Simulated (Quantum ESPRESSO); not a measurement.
Crystal: In.

```xyz
2
Lattice="3.3355 0.0000 0.0000 -1.6677 2.8886 0.0000 0.0000 0.0000 5.5091" Properties=species:S:1:pos:R:3 pbc="T T T"
In    1.6677    0.9629    4.1319
In    0.0000    1.9257    1.3773
```

This isn't the form of In at room conditions, which is tetragonal.

* Program: Quantum ESPRESSO 7.5
* Task: relaxation of cell and atoms
* Functional: PBEsol
* Dispersion: D3
* Potentials or basis: GBRV 1.5 PBEsol
* Cutoff: 762 eV
* Density cutoff: 6095 eV
* k mesh: 9 × 9 × 5
* Occupations: fermi-dirac, width 0.05 eV
* Spin: no spin polarisation

At the start: pressure -2.5 GPa; volume 26.54 Å³/atom.

Q: How do energy, volume and symmetry change on relaxing?

A: Over 7 steps the energy falls by 11.7 meV/atom and the volume is 24.96 Å³/atom (-6.0 %); space group P6_3/mmc (No. 194, to 0.05 Å).

The path:
```tsv
step	energy change (eV)	largest force (eV/Å)	pressure (GPa)	volume (Å³)
1	0.0000	0.0000	-2.51	53.08
2	-0.0063	0.0000	-2.19	52.61
3	-0.0219	0.0000	0.24	49.65
4	-0.0225	0.0000	0.00	49.89
5	-0.0228	0.0000	-0.06	49.94
6	-0.0235	0.0000	-0.17	50.02
7	-0.0234	0.0000	-0.08	49.92
```

Final structure:
```
CELL_PARAMETERS angstrom
3.28199 0.00000 0.00000
-1.64099 2.84228 0.00000
0.00000 0.00000 5.35161
ATOMIC_POSITIONS crystal
In 0.66667 0.33333 0.75000
In 0.33333 0.66667 0.25000
```

Caveat: pairwise dispersion overbinds metals, which lowers pressure and volume.
